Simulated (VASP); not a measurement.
# ZrSi2 (Cmcm) in VASP: a series of runs, part 2 of 2

VASP 6.6.1.

### Step 4. Atomic charges, MS2

File INCAR:

```
SYSTEM = ZrSi2
PREC = Accurate
ENCUT = 550
EDIFF = 1E-6
ISMEAR = 0
SIGMA = 0.01
LREAL = .FALSE.
LASPH = .TRUE.
NELM = 80
ALGO = Normal
ISIF = 2
LWAVE = .FALSE.
LCHARG = .FALSE.
METAGGA = MS2
LMIXTAU = .TRUE.
LORBIT = 11
```

File KPOINTS:

```
Automatic mesh
0
G
  7 7 7
  0 0 0
```

File POSCAR:

```
ZrSi2
1.0
    1.8530000000     -7.3675000000      0.0000000000
    1.8530000000      7.3675000000      0.0000000000
    0.0000000000      0.0000000000      3.6720000000
Zr Si
2 4
Direct
    0.1054000000      0.8946000000      0.2500000000
    0.8946000000      0.1054000000      0.7500000000
    0.7504000000      0.2496000000      0.2500000000
    0.2496000000      0.7504000000      0.7500000000
    0.4478000000      0.5522000000      0.2500000000
    0.5522000000      0.4478000000      0.7500000000
```

Potentials or basis: VASP PAW PBE potentials, release 64 (Zr_sv_GW, Si_GW).

Command:

```
$ cat potpaw_PBE.64/Zr_sv_GW/POTCAR potpaw_PBE.64/Si_GW/POTCAR > POTCAR
$ mpirun -np 1 vasp_std > vasp.out
```

OUTCAR:

```text
SYSTEM = ZrSi2
   PREC = Accurate
   ENCUT = 550
   EDIFF = 1E-6
   ISMEAR = 0
   LREAL = .FALSE.
   LASPH = .TRUE.
   NELM = 80
   ISIF = 2
   METAGGA = MS2
   LORBIT = 11

 ion  position               nearest neighbor table
   1  0.105  0.895  0.250-   6 2.72   6 2.72   6 2.72   6 2.72   4 2.81   4 2.81   3 2.83   3 2.83

   2  0.895  0.105  0.750-   5 2.72   5 2.72   5 2.72   5 2.72   3 2.81   3 2.81   4 2.83   4 2.83

   3  0.750  0.250  0.250-   4 2.61   4 2.61   4 2.61   4 2.61   2 2.81   2 2.81   1 2.83   1 2.83

   4  0.250  0.750  0.750-   3 2.61   3 2.61   3 2.61   3 2.61   1 2.81   1 2.81   2 2.83   2 2.83

   5  0.448  0.552  0.250-   6 2.40   6 2.40   2 2.72   2 2.72   2 2.72   2 2.72
   6  0.552  0.448  0.750-   5 2.40   5 2.40   1 2.72   1 2.72   1 2.72   1 2.72

  LATTYP: Found a base centered orthorhombic cell.
 ALAT       =     3.7060000000
 B/A-ratio  =     3.9759848894
 C/A-ratio  =     0.9908256881

  Lattice vectors:

 A1 = (   1.8530000000,  -7.3675000000,   0.0000000000)
 A2 = (   1.8530000000,   7.3675000000,   0.0000000000)
[... 844 lines left out ...]

------------------------ aborting loop because EDIFF is reached ----------------------------------------

  FORCE on cell =-STRESS in cart. coord.  units (eV):
  Direction    XX          YY          ZZ          XY          YZ          ZX
  --------------------------------------------------------------------------------------
  -------------------------------------------------------------------------------------
  Total       -1.0612576     -0.0530010     -1.0844200      0.0000000      0.0000000      0.0000000
  in kB      -16.9591147     -0.8469665    -17.3292546      0.0000000      0.0000000      0.0000000
  external PRESSURE =     -11.7117786 kB  Pullay stress =       0.0000000 kB

 VOLUME and BASIS-vectors are now :
 -----------------------------------------------------------------------------
  energy-cutoff  :      550.00
  volume of cell :      100.26
      direct lattice vectors                 reciprocal lattice vectors
     1.853000000 -7.367500000  0.000000000     0.269832704 -0.067865626  0.000000000
     1.853000000  7.367500000  0.000000000     0.269832704  0.067865626  0.000000000
     0.000000000  0.000000000  3.672000000     0.000000000  0.000000000  0.272331155

 POSITION                                       TOTAL-FORCE (eV/Angst)
 -----------------------------------------------------------------------------------
      1.85300      5.81443      0.91800         0.000000     -0.092804      0.000000
      1.85300     -5.81443      2.75400         0.000000      0.092804     -0.000000
      1.85300     -3.68964      0.91800         0.000000      0.115078      0.000000
      1.85300      3.68964      2.75400         0.000000     -0.115078      0.000000
      1.85300      0.76917      0.91800         0.000000      0.119971      0.000000
      1.85300     -0.76917      2.75400         0.000000     -0.119971      0.000000
 -----------------------------------------------------------------------------------
    total drift:                                0.000000      0.000000     -0.000000

  FREE ENERGIE OF THE ION-ELECTRON SYSTEM (eV)
  ---------------------------------------------------
  free  energy   TOTEN  =       -62.6461266037 eV

  energy  without entropy=      -62.6460055823  energy(sigma->0) =      -62.64606609

 total charge

# of ion       s       p       d       f       tot
--------------------------------------------------
    1        2.058   5.634   1.191   0.008   8.892
    2        2.058   5.634   1.191   0.008   8.892
    3        0.741   0.856   0.070   0.000   1.667
    4        0.741   0.856   0.070   0.000   1.667
    5        0.758   0.926   0.080   0.000   1.763
    6        0.758   0.926   0.080   0.000   1.763
--------------------------------------------------
tot          7.114  14.832   2.681   0.017  24.644
```

stdout:

```text
POSCAR found type information on POSCAR ZrSi
 POSCAR found :  2 types and       6 ions
 scaLAPACK will be used
 -----------------------------------------------------------------------------
|                                                                             |
|                                                                             |
|     You enforced a specific xc type in the INCAR file but a different       |
|     I HOPE YOU KNOW WHAT YOU ARE DOING!                                     |
|                                                                             |
 -----------------------------------------------------------------------------

 LDA part: xc-table for (None), standard interpolation
 POSCAR, INCAR and KPOINTS ok, starting setup
 FFT: planning ... GRIDC
 FFT: planning ... GRID_SOFT
 FFT: planning ... GRID
 WAVECAR not read
 entering main loop
```

It took 14 min on 1 thread of Intel Xeon Platinum 8488C (Sapphire Rapids), shared host; peak memory 0.49 GiB.

Results:

```yaml
Free_energy: -62.6461 eV
Pressure: -1.2 GPa
Largest_force: 0.120 eV/Å
Band_gap_on_the_k_mesh: none (metal or under the smearing width)
Valence_electrons_inside_the_program's_atomic_spheres: Zr 8.89; Si 1.67, 1.76
```

Forces in eV/Å, atoms in the order of the input:
```
Zr   0.000 -0.093  0.000
Zr   0.000  0.093  0.000
Si   0.000  0.115  0.000
Si   0.000 -0.115  0.000
Si   0.000  0.120  0.000
Si   0.000 -0.120  0.000
```

Stress tensor (GPa, compression positive):
```
-1.70  0.00  0.00
 0.00 -0.08  0.00
 0.00  0.00 -1.73
```

Caveat: the PAW data sets were made with another functional, which shifts forces and pressure a little.

### Step 5. The runs side by side

```tsv
task	level	potentials or basis	cutoff (eV)	smearing	further INCAR settings	gap on the mesh (eV)	pressure (GPa)	largest force (eV/Å)
single point	PBE	VASP PAW PBE potentials, release 54 (Zr_sv, Si)	520	gaussian 0.05 eV	ALGO = Fast; EDIFF = 1e-06	none	0.9	0.17
single point	PBE	VASP PAW PBE potentials, release 54 (Zr_sv, Si)	520	gaussian 0.05 eV	ALGO = Fast; EDIFF = 1.00e-06	none	0.9	0.17
atomic charges	MS2	VASP PAW PBE potentials, release 64 (Zr_sv_GW, Si_GW)	550	gaussian 0.01 eV	ALGO = Normal; EDIFF = 1e-06	none	-1.2	0.12
```

Alike in all rows: no spin polarisation; cell as given; k mesh 7 × 7 × 7.

Caveats: the PAW data sets were made with another functional, which shifts forces and pressure a little (some runs).

Total energies depend on the potentials used, so only differences within one code and one set of settings carry meaning.
